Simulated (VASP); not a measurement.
# I (Fmmm) in VASP: further runs

Runs on I. Level: RPBE. Tasks: single point.

Everything below comes from runs of VASP 6.6.1. Logs are shortened: lines on timing, memory, paths and dates and some standing lists are left out, and cuts for length are marked.

## (1) The crystal as given

It takes space group Fmmm (No. 69, orthorhombic). Conventional cell: a = 4.384 Å, b = 4.731 Å, c = 7.820 Å, α = 90.00°, β = 90.00°, γ = 90.00°. I (site symmetry mmm) is surrounded by 4 I at 3.23 Å.

## (2) Single point, RPBE

INCAR

```
ALGO = Fast
EDIFF = 1E-7
ENCUT = 520
GGA = RP
ISIF = 2
ISMEAR = 0
LASPH = T
LCHARG = F
LREAL = F
LWAVE = F
NBANDS = 10
NELM = 60
PREC = Accurate
SIGMA = 0.15
```

KPOINTS

```
k-points
0
Gamma
  9 9 9
```

POSCAR

```
I
1.0
    0.0000000000      2.3656004400      3.9098401300
    2.1922454700      0.0000000000      3.9098401300
    2.1922454700      2.3656004400      0.0000000000
I
1
Direct
    0.0000000000      0.0000000000      0.0000000000
```

Potentials or basis: VASP PAW PBE potentials, release 64 (I).

Started as:

```
$ cat potpaw_PBE.64/I/POTCAR > POTCAR
$ mpirun -np 1 vasp_std > vasp.out
```

OUTCAR:

```text
EDIFF = 1E-7
   ENCUT = 520
   GGA = RP
   ISIF = 2
   ISMEAR = 0
   LASPH = T
   LREAL = F
   NELM = 60
   PREC = Accurate

 ion  position               nearest neighbor table
   1  0.000  0.000  0.000-

  LATTYP: Found a face centered orthorhombic cell.
 ALAT       =     4.3844909400
 B/A-ratio  =     1.0790764412
 C/A-ratio  =     1.7834864679

  Lattice vectors:

 A1 = (   0.0000000000,   2.3656004400,   3.9098401300)
 A2 = (   2.1922454700,   0.0000000000,   3.9098401300)
 A3 = (   2.1922454700,   2.3656004400,   0.0000000000)

Analysis of symmetry for initial positions (statically):
=====================================================================
 Subroutine PRICEL returns:
 Original cell was already a primitive cell.

 Routine SETGRP: Setting up the symmetry group for a
 face centered orthorhombic supercell.

 Subroutine GETGRP returns: Found  8 space group operations
 (whereof  8 operations were pure point group operations)
 out of a pool of  8 trial point group operations.

The static configuration has the point symmetry D_2h.

Analysis of symmetry for dynamics (positions and initial velocities):
=====================================================================
 Subroutine PRICEL returns:
 Original cell was already a primitive cell.

 Routine SETGRP: Setting up the symmetry group for a
 face centered orthorhombic supercell.

 Subroutine GETGRP returns: Found  8 space group operations
 (whereof  8 operations were pure point group operations)
 out of a pool of  8 trial point group operations.

The dynamic configuration has the point symmetry D_2h.

 Subroutine INISYM returns: Found  8 space group operations
 (whereof  8 operations are pure point group operations),
 and found     1 'primitive' translations

----------------------------------------------------------------------------------------

                                     Primitive cell

  volume of cell :      40.5527

  direct lattice vectors                    reciprocal lattice vectors
     0.000000000  2.365600440  3.909840130    -0.228076649  0.211362828  0.127882467
     2.192245470  0.000000000  3.909840130     0.228076649 -0.211362828  0.127882467
     2.192245470  2.365600440  0.000000000     0.228076649  0.211362828 -0.127882467

  length of vectors
     4.569782849  4.482498192  3.225214046     0.336224818  0.336224818  0.336224818

  position of ions in fractional coordinates (direct lattice)
     0.000000000  0.000000000  0.000000000

  ion indices of the primitive-cell ions
   primitive index   ion index
                 1           1

----------------------------------------------------------------------------------------
[... 76 lines left out ...]
   ISIF   =      2    stress and relaxation
   ISYM   =      2    0-nonsym 1-usesym 2-fastsym
   POTIM  = 0.5000    time-step for ionic-motion
   TEBEG  =    0.0;   TEEND  =   0.0 temperature during run
   PSTRESS=    0.0 pullay stress
   NELECT =       7.0000    total number of electrons
   NUPDOWN=      -1.0000    fix difference up-down
   EMIN   =  10.00;   EMAX   =-10.00  energy-range for DOS
   EFERMI =   0.00;   METHOD = LEGACY
   ISMEAR =     0;   SIGMA  =   0.15  broadening in eV -4-tet -1-fermi 0-gaus
   EFERMI_NEDOS =   21; number of points for ismear=-14 and -15
   IALGO  =     68    algorithm
   IMIX   =      4    mixing-type and parameters
     AMIX     =   0.40;   BMIX     =  1.00
     AMIX_MAG =   1.60;   BMIX_MAG =  1.00
  volume/ion in A,a.u.               =      40.55       273.66
  Fermi-wavevector in a.u.,A,eV,Ry     =   0.911523  1.722529 11.304731  0.830874
  Thomas-Fermi vector in A             =   2.035812
   LORBIT       =      0    0 simple, 1 ext, 2 COOP (PROOUT), +10 PAW based schemes
   GGA     = RP    functional components
   LHFCALC =     F    Hartree Fock is set to
   AEXX    =    0.0000 exact exchange contribution
   IVDW    =     0    specifies the selected vdW correction
   LEPSILON=     F    determine dielectric tensor
   LRPA    =     F    only Hartree local field effects (RPA)
 non-spin polarized calculation
 RMM-DIIS sequential band-by-band and
 Gauss-broadening in eV      SIGMA  =   0.15
  energy-cutoff  :      520.00
  volume of cell :       40.55
 maximum number of plane-waves:      1109
 NGX is ok and might be reduce to    36
   NGX = 17   NGY = 17   NGZ = 11

 number of electron       7.0000000 magnetization

 Free energy of the ion-electron system (eV)
  ---------------------------------------------------
  ext. energy  EPLUGINS =         0.00000000
  ---------------------------------------------------
  free energy    TOTEN  =        -1.09118442 eV

  energy without entropy =       -1.08431751  energy(sigma->0) =       -1.08775097

 E-fermi :   3.6174     XC(G=0):  -8.0423

 val. band max:        3.6063321688   @ k =  -0.2222   0.0000   0.1111
 cond. band min:       3.6431451850   @ k =  -0.1111   0.1111   0.1111
 fundamental gap:      0.0368130162
 Fermi energy:         3.6174217950

 k-point     1 :       0.0000    0.0000    0.0000
  band No.  band energies     occupation
      1     -10.2546      2.00000
      2       1.6358      2.00000
      3       4.3755      0.00000
      4       4.6550      0.00000
      5       8.3981      0.00000
      6      11.0607      0.00000
      7      11.8815      0.00000
      8      15.7798      0.00000
      9      16.1101      0.00000
     10      16.2286      0.00000
[... 287 lines left out ...]
 k-point    24 :       0.4444    0.4444    0.0000
  band No.  band energies     occupation
      1     -10.0194      2.00000
      2      -0.3634      2.00000
      3       4.1637      0.00000
      4       4.4635      0.00000
      5      10.5768      0.00000
      6      11.0185      0.00000
      7      14.2127      0.00000
      8      18.4604      0.00000
      9      18.4731      0.00000
     10      18.6587      0.00000

 [... further k-points ...]
[... 5 lines left out ...]
  --------------------------------------------------------------------------------------
  -------------------------------------------------------------------------------------
  Total        0.4497810      0.3951434      0.5253530      0.0000000      0.0000000      0.0000000
  in kB       17.7701915     15.6115404     20.7559303      0.0000000      0.0000000      0.0000000
  external PRESSURE =      18.0458874 kB  Pullay stress =       0.0000000 kB

 VOLUME and BASIS-vectors are now :
 -----------------------------------------------------------------------------
  energy-cutoff  :      520.00
  volume of cell :       40.55
      direct lattice vectors                 reciprocal lattice vectors
     0.000000000  2.365600440  3.909840130    -0.228076649  0.211362828  0.127882467
     2.192245470  0.000000000  3.909840130     0.228076649 -0.211362828  0.127882467
     2.192245470  2.365600440  0.000000000     0.228076649  0.211362828 -0.127882467

 POSITION                                       TOTAL-FORCE (eV/Angst)
 -----------------------------------------------------------------------------------
      0.00000      0.00000      0.00000         0.000000     -0.000000     -0.000000
 -----------------------------------------------------------------------------------
    total drift:                                0.000000      0.000000      0.000000

  FREE ENERGIE OF THE ION-ELECTRON SYSTEM (eV)
  ---------------------------------------------------
  free  energy   TOTEN  =        -1.0911844225 eV

  energy  without entropy=       -1.0843175102  energy(sigma->0) =       -1.08775097
```

stdout:

```text
POSCAR found type information on POSCAR I
 POSCAR found :  1 types and       1 ions
 scaLAPACK will be used
 -----------------------------------------------------------------------------
|                                                                             |
|                                                                             |
|     You enforced a specific xc type in the INCAR file but a different       |
|     I HOPE YOU KNOW WHAT YOU ARE DOING!                                     |
|                                                                             |
 -----------------------------------------------------------------------------

 LDA part: xc-table for (Slater+PW92), standard interpolation
 POSCAR, INCAR and KPOINTS ok, starting setup
 FFT: planning ... GRIDC
 FFT: planning ... GRID_SOFT
 FFT: planning ... GRID
 WAVECAR not read
 entering main loop
```

Wall time 49 s (1 thread of Intel Xeon Platinum 8488C (Sapphire Rapids), shared host); peak memory 0.2 GiB.

Results:

```yaml
Free_energy: -1.0912 eV
Pressure: 1.8 GPa
Band_gap_on_the_k_mesh: none (metal or under the smearing width)
```

Caveat: the PAW data sets were made with another functional, which shifts forces and pressure a little; an odd number of electrons without spin polarisation forces a metal; a magnetic or distorted state may lie lower.

## (3) Single point, RPBE

INCAR

```
SYSTEM = I
PREC = Accurate
ENCUT = 520
EDIFF = 1E-6
ISMEAR = 0
SIGMA = 0.15
LREAL = .FALSE.
LASPH = .TRUE.
NELM = 80
ALGO = Fast
ISIF = 2
LWAVE = .FALSE.
LCHARG = .FALSE.
GGA = RP
NBANDS = 10
```

KPOINTS

```
Automatic mesh
0
G
  6 6 6
  0 0 0
```

POSCAR is that of step 2.

Potentials or basis: VASP PAW PBE potentials, release 64 (I).

Started as:

```
$ cat potpaw_PBE.64/I/POTCAR > POTCAR
$ mpirun -np 1 vasp_std > vasp.out
```

It took 18 s on 1 thread of Intel Xeon Platinum 8488C (Sapphire Rapids), shared host; peak memory 0.17 GiB.

The run converged. Its results:

* Free energy: -1.0398 eV
* Pressure: 2.0 GPa
* Band gap on the k mesh: none (metal or under the smearing width)

Stress tensor (GPa, compression positive):
```
1.83 0.00 0.00
0.00 1.92 0.00
0.00 0.00 2.15
```

Levels at points of the mesh, in eV from the Fermi level:
```tsv
k point	band 1	band 2	band 3	band 4	band 5	band 6	band 7	band 8	band 9
(0.00, 0.00, 0.00)	-13.53	-1.64	1.09	1.39	5.12	7.79	8.59	12.50	12.84
(0.50, 0.00, 0.00)	-12.08	-4.86	-1.41	2.04	5.29	9.43	11.23	12.20	12.72
(0.50, 0.50, 0.00)	-13.29	-3.69	0.87	1.19	7.29	7.71	11.30	14.98	15.37
(0.50, 0.00, 0.50)	-10.77	-4.05	-3.16	-0.18	4.40	7.05	9.90	11.06	11.54
(0.00, 0.50, 0.50)	-10.74	-3.75	-3.45	-0.46	4.34	6.21	10.63	11.28	12.63
```

Caveat: the PAW data sets were made with another functional, which shifts forces and pressure a little; an odd number of electrons without spin polarisation forces a metal; a magnetic or distorted state may lie lower.

## (4) Single point, RPBE

INCAR

```
SYSTEM = I
PREC     = Accurate       ! precision mode
ENCUT    = 520            ! plane-wave cutoff, eV
EDIFF    = 1E-6           ! SCF threshold, eV
ISMEAR   = 0              ! smearing method
SIGMA    = 0.15           ! smearing width, eV
LREAL    = .False.        ! projectors in reciprocal space
LASPH    = .True.         ! aspherical terms in the spheres
NELM     = 80             ! most SCF steps
ALGO     = Fast           ! electronic algorithm
ISIF     = 2              ! what is computed and relaxed
LWAVE    = .False.        ! write WAVECAR
LCHARG   = .False.        ! write CHGCAR
GGA      = RP             ! functional
NBANDS   = 10             ! bands
```

KPOINTS

```
Automatic mesh
0
Gamma
  4 4 4
  0 0 0
```

POSCAR is that of step 3.

Started as:

```
$ cat potpaw_PBE.64/I/POTCAR > POTCAR
$ mpirun -np 1 vasp_std > vasp.out
```

It took 10 s on 1 thread of Intel Xeon Platinum 8488C (Sapphire Rapids), shared host; peak memory 0.16 GiB.

The run converged. Its results:

| Property | Result |
| --- | --- |
| Free energy | -1.4382 eV |
| Pressure | 0.2 GPa |
| Band gap on the k mesh | none (metal or under the smearing width) |

Stress tensor (GPa, compression positive):
```
-0.38  0.00  0.00
 0.00 -1.32  0.00
 0.00  0.00  2.17
```

Levels at points of the mesh, in eV from the Fermi level:
```
           k point  band 1  band 2  band 3  band 4  band 5  band 6  band 7  band 8  band 9
(0.00, 0.00, 0.00)  -13.88   -1.98    0.74    1.05    4.79    7.44    8.26   12.16   12.51
(0.50, 0.00, 0.00)  -12.43   -5.20   -1.76    1.70    4.95    9.08   10.90   11.86   12.38
(0.50, 0.50, 0.00)  -13.63   -4.03    0.53    0.86    6.94    7.38   10.96   14.64   15.03
(0.50, 0.00, 0.50)  -11.12   -4.39   -3.51   -0.53    4.08    6.71    9.56   10.74   11.20
(0.00, 0.50, 0.50)  -11.08   -4.09   -3.79   -0.81    4.02    5.88   10.29   10.96   12.30
```

Caveat: the k mesh is coarse (spacing up to 0.53 Å⁻¹), so the values aren't converged; the PAW data sets were made with another functional, which shifts forces and pressure a little; an odd number of electrons without spin polarisation forces a metal; a magnetic or distorted state may lie lower.

## (5) Single point, RPBE

INCAR

```
SYSTEM = I
ALGO     = Fast           ! electronic algorithm
EDIFF    = 1E-6           ! SCF threshold, eV
ENCUT    = 520            ! plane-wave cutoff, eV
GGA      = RP             ! functional
ISIF     = 2              ! what is computed and relaxed
ISMEAR   = 0              ! smearing method
LASPH    = .True.         ! aspherical terms in the spheres
LCHARG   = .False.        ! write CHGCAR
LREAL    = .False.        ! projectors in reciprocal space
LWAVE    = .False.        ! write WAVECAR
NBANDS   = 10             ! bands
NELM     = 80             ! most SCF steps
PREC     = Accurate       ! precision mode
SIGMA    = 0.15           ! smearing width, eV
```

KPOINTS

```
k-points
0
Gamma
  8 8 8
  0 0 0
```

POSCAR is that of step 4.

Potentials or basis: VASP PAW PBE potentials, release 64 (I).

Started as:

```
$ cat potpaw_PBE.64/I/POTCAR > POTCAR
$ mpirun -np 1 vasp_std > vasp.out
```

OUTCAR:

```text
SYSTEM = I
   EDIFF = 1E-6
   ENCUT = 520
   GGA = RP
   ISIF = 2
   ISMEAR = 0
   LASPH = .True.
   LREAL = .False.
   NELM = 80
   PREC = Accurate

 ion  position               nearest neighbor table
   1  0.000  0.000  0.000-

  LATTYP: Found a face centered orthorhombic cell.
 ALAT       =     4.3844909400
 B/A-ratio  =     1.0790764412
 C/A-ratio  =     1.7834864679

  Lattice vectors:

 A1 = (   0.0000000000,   2.3656004400,   3.9098401300)
 A2 = (   2.1922454700,   0.0000000000,   3.9098401300)
[... 494 lines left out ...]
     10      19.1717      0.00000

 [... further k-points ...]

------------------------ aborting loop because EDIFF is reached ----------------------------------------

  FORCE on cell =-STRESS in cart. coord.  units (eV):
  Direction    XX          YY          ZZ          XY          YZ          ZX
  --------------------------------------------------------------------------------------
  -------------------------------------------------------------------------------------
  Total        0.4638025      0.3891679      0.5369322     -0.0000000      0.0000000      0.0000000
  in kB       18.3241612     15.3754550     21.2134073     -0.0000000      0.0000000      0.0000000
  external PRESSURE =      18.3043412 kB  Pullay stress =       0.0000000 kB

 VOLUME and BASIS-vectors are now :
 -----------------------------------------------------------------------------
  energy-cutoff  :      520.00
  volume of cell :       40.55
      direct lattice vectors                 reciprocal lattice vectors
     0.000000000  2.365600440  3.909840130    -0.228076649  0.211362828  0.127882467
     2.192245470  0.000000000  3.909840130     0.228076649 -0.211362828  0.127882467
     2.192245470  2.365600440  0.000000000     0.228076649  0.211362828 -0.127882467

 POSITION                                       TOTAL-FORCE (eV/Angst)
 -----------------------------------------------------------------------------------
      0.00000      0.00000      0.00000         0.000000      0.000000      0.000000
 -----------------------------------------------------------------------------------
    total drift:                                0.000000      0.000000      0.000000

  FREE ENERGIE OF THE ION-ELECTRON SYSTEM (eV)
  ---------------------------------------------------
  free  energy   TOTEN  =        -1.0702228581 eV

  energy  without entropy=       -1.0641961837  energy(sigma->0) =       -1.06720952
```

OSZICAR:

```text
N       E                     dE             d eps       ncg     rms          rms(c)
DAV:   1     0.216241233215E+02    0.21624E+02   -0.24344E+03  1900   0.490E+02
DAV:   2    -0.206466690533E+00   -0.21831E+02   -0.21265E+02  2402   0.844E+01
DAV:   3    -0.108622520910E+01   -0.87976E+00   -0.87432E+00  2364   0.175E+01
DAV:   4    -0.109508538711E+01   -0.88602E-02   -0.88581E-02  2430   0.211E+00
DAV:   5    -0.109521646875E+01   -0.13108E-03   -0.13108E-03  2394   0.236E-01    0.458E+00
RMM:   6    -0.107655959191E+01    0.18657E-01   -0.10511E-02  1941   0.514E-01    0.276E+00
RMM:   7    -0.106981733891E+01    0.67423E-02   -0.29454E-02  2138   0.915E-01    0.115E-01
RMM:   8    -0.107013557067E+01   -0.31823E-03   -0.34539E-03  2175   0.448E-01    0.315E-02
RMM:   9    -0.107021666035E+01   -0.81090E-04   -0.80714E-04  2330   0.214E-01    0.241E-02
RMM:  10    -0.107022154006E+01   -0.48797E-05   -0.12306E-04  2344   0.906E-02    0.121E-02
RMM:  11    -0.107022198024E+01   -0.44018E-06   -0.28311E-05  2351   0.443E-02    0.144E-03
RMM:  12    -0.107022285812E+01   -0.87787E-06   -0.55028E-06  2183   0.184E-02
   1 F= -.10702229E+01 E0= -.10672095E+01  d E =-.602667E-02
```

stdout:

```text
POSCAR found type information on POSCAR I
 POSCAR found :  1 types and       1 ions
 scaLAPACK will be used
 -----------------------------------------------------------------------------
|                                                                             |
|                                                                             |
|     You enforced a specific xc type in the INCAR file but a different       |
|     I HOPE YOU KNOW WHAT YOU ARE DOING!                                     |
|                                                                             |
 -----------------------------------------------------------------------------

 LDA part: xc-table for (Slater+PW92), standard interpolation
 POSCAR, INCAR and KPOINTS ok, starting setup
 FFT: planning ... GRIDC
 FFT: planning ... GRID_SOFT
 FFT: planning ... GRID
 WAVECAR not read
 entering main loop
```

Wall time 34 s (1 thread of Intel Xeon Platinum 8488C (Sapphire Rapids), shared host); peak memory 0.19 GiB.

What came out:

| Property | Result |
| --- | --- |
| Free energy | -1.0702 eV |
| Pressure | 1.8 GPa |
| Band gap on the k mesh | none (metal or under the smearing width) |

Stress tensor (GPa, compression positive):
```
1.83 0.00 0.00
0.00 1.54 0.00
0.00 0.00 2.12
```

Caveat: the PAW data sets were made with another functional, which shifts forces and pressure a little; an odd number of electrons without spin polarisation forces a metal; a magnetic or distorted state may lie lower. The run has no spin-orbit coupling, so splittings on I are missing.

## (6) The runs side by side

| k mesh | further INCAR settings | mesh quality | gap on the mesh (eV) | pressure (GPa) |
| --- | --- | --- | --- | --- |
| 9 × 9 × 9 | ALGO = Fast; EDIFF = 1e-07; NBANDS = 10 | not flagged | none | 1.8 |
| 6 × 6 × 6 | ALGO = Fast; EDIFF = 1e-06; NBANDS = 10 | not flagged | none | 2.0 |
| 4 × 4 × 4 | ALGO = Fast; EDIFF = 1e-06; NBANDS = 10 | coarse | none | 0.2 |
| 8 × 8 × 8 | ALGO = Fast; EDIFF = 1e-06; NBANDS = 10 | not flagged | none | 1.8 |

Alike in all rows: task single point; level RPBE; potentials or basis VASP PAW PBE potentials, release 64 (I); no spin polarisation; cell as given; cutoff (eV) 520; smearing gaussian 0.15 eV.

Caveats: some runs use coarse meshes; the PAW data sets were made with another functional, which shifts forces and pressure a little; an odd number of electrons without spin polarisation forces a metal; a magnetic or distorted state may lie lower.

Total energies depend on the potentials used, so only differences within one code and one set of settings carry meaning.
